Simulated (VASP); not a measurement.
A run of VASP 6.6.1 is set up as follows.

INCAR

```
  ALGO = Normal
  EDIFF = 1E-6
  ENCUT = 520
  GGA = PE
  ISIF = 2
  ISMEAR = 0
  LASPH = T
  LCHARG = F
  LREAL = F
  LWAVE = F
  NELM = 80
  PREC = Accurate
  SIGMA = 0.011
```

KPOINTS

```
k-points
0
Gamma
  9 9 9
```

Contents of POSCAR:

```
Pb
1.0
    0.0000000000      2.4750200000      2.4750200000
    2.4750200000      0.0000000000      2.4750200000
    2.4750200000      2.4750200000      0.0000000000
Pb
1
Direct
    0.0000000000      0.0000000000      0.0000000000
```

Potentials or basis: VASP PAW PBE potentials, release 64 (Pb_d).

Run with:

```console
$ cat potpaw_PBE.64/Pb_d/POTCAR > POTCAR
$ mpirun -np 1 vasp_std > vasp.out
```

(1) What does it give for the band gap on the k mesh?

(2) Predict the pressure.

## Answers

(1) none (metal or under the smearing width).

(2) 2.2 GPa.
